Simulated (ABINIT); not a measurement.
The system is MoS2.

```
Mo S
1.0
     3.22746    0.00000    0.00000
    -1.61373    2.79507    0.00000
     0.00000    0.00000    6.31247
Mo S
1 2
Direct
  0.00000 0.00000 0.50000
  0.66667 0.33333 0.74468
  0.33333 0.66667 0.25532
```

Measurements of this composition are mostly on another form, of space group No. 194.

| Property | Result |
| --- | --- |
| Program | ABINIT 10.8.3 (patched build) |
| Task | single point |
| Functional | PBE |
| Potentials or basis | JTH PAW PBE v2.0 |
| Cutoff | 544 eV |
| k mesh | 9 × 9 × 4 |
| Occupations | fermi-dirac, width 0.05 eV |
| Spin | no spin polarisation |

On this cell: pressure 1.1 GPa; largest force 0.287 eV/Å; band gap on the k mesh none (metal or under the smearing width).

The same run follows on a disturbed copy (atoms moved at random, drawn with an rms of 0.05 Å):

```
Mo S
1.0
     3.22746    0.00000    0.00000
    -1.61373    2.79507    0.00000
     0.00000    0.00000    6.31247
Mo S
1 2
Direct
  0.99403 0.98173 0.49930
  0.65564 0.32224 0.74824
  0.33381 0.68688 0.25256
```

**Question.** What does the disturbed cell give?

**Answer.** The energy (extrapolated to zero smearing) moves by +8.9 meV/atom; pressure -0.3 GPa; largest force 0.568 eV/Å; band gap on the k mesh none (metal or under the smearing width).

Forces on the atoms (eV/Å):
```
Mo  -0.260  0.379  0.267
S    0.057  0.131 -0.123
S    0.203 -0.510 -0.144
```

Stress tensor (GPa, compression positive):
```
 0.15 -0.43 -0.66
-0.43 -1.75  2.75
-0.66  2.75  0.63
```

Caveats: this functional lacks dispersion, which binds the layers, so the pressure and a relaxed spacing across them are unreliable (some runs).
